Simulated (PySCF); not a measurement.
Multinuclear NMR of Piperidine

Molfile (atoms numbered from 1):
```
C5H11N
     RDKit          3D

 17 17  0  0  0  0  0  0  0  0999 V2000
    1.3045   -0.0645   -0.3203 C   0  0  0  0  0  0  0  0  0  0  0  0
    0.2280   -0.6813   -1.2038 C   0  0  0  0  0  0  0  0  0  0  0  0
   -0.9925   -1.0639   -0.3740 C   0  0  0  0  0  0  0  0  0  0  0  0
   -1.5259    0.0220    0.4304 N   0  0  0  0  0  0  0  0  0  0  0  0
   -0.5062    0.6383    1.2616 C   0  0  0  0  0  0  0  0  0  0  0  0
    0.7330    1.0879    0.4954 C   0  0  0  0  0  0  0  0  0  0  0  0
    1.6911   -0.8309    0.3633 H   0  0  0  0  0  0  0  0  0  0  0  0
    2.1528    0.2715   -0.9236 H   0  0  0  0  0  0  0  0  0  0  0  0
    0.6151   -1.5581   -1.7329 H   0  0  0  0  0  0  0  0  0  0  0  0
   -0.0733    0.0438   -1.9706 H   0  0  0  0  0  0  0  0  0  0  0  0
   -0.7203   -1.8776    0.3108 H   0  0  0  0  0  0  0  0  0  0  0  0
   -1.7916   -1.4486   -1.0136 H   0  0  0  0  0  0  0  0  0  0  0  0
   -1.9367    0.7227   -0.1766 H   0  0  0  0  0  0  0  0  0  0  0  0
   -0.9555    1.4774    1.8000 H   0  0  0  0  0  0  0  0  0  0  0  0
   -0.2109   -0.0982    2.0201 H   0  0  0  0  0  0  0  0  0  0  0  0
    0.4601    1.9107   -0.1777 H   0  0  0  0  0  0  0  0  0  0  0  0
    1.4828    1.4825    1.1887 H   0  0  0  0  0  0  0  0  0  0  0  0
  1  2  1  0
  2  3  1  0
  3  4  1  0
  4  5  1  0
  5  6  1  0
  6  1  1  0
  1  7  1  0
  1  8  1  0
  2  9  1  0
  2 10  1  0
  3 11  1  0
  3 12  1  0
  4 13  1  0
  5 14  1  0
  5 15  1  0
  6 16  1  0
  6 17  1  0
M  END
```

PySCF 2.14 calculation with GIAO B97-2/pcSseg-2 shieldings and geometry: PBE0-D3(BJ)/def2-TZVP; non-relativistic Hamiltonian, isolated molecule, a single conformation, averaged over atoms made equivalent by symmetry, fast rotation or ring inversion.

Predict the $^{15}$N NMR data.

Results:


```csv
atoms,environment,σ (ppm),δ (ppm)
N4,amine nitrogen,206.5,-339.8
```

Shieldings were converted by a linear fit to measured shifts: $^{15}$N (scatter 6.4 ppm rms vs CH3NO2, solution or neat liquid). Occasional misses reach two or three times the rms, and more in compound classes unlike the fitted ones.

On a 300 MHz spectrometer $^{15}$N resonates near 30.4 MHz, so 1 ppm is 30.4 Hz.
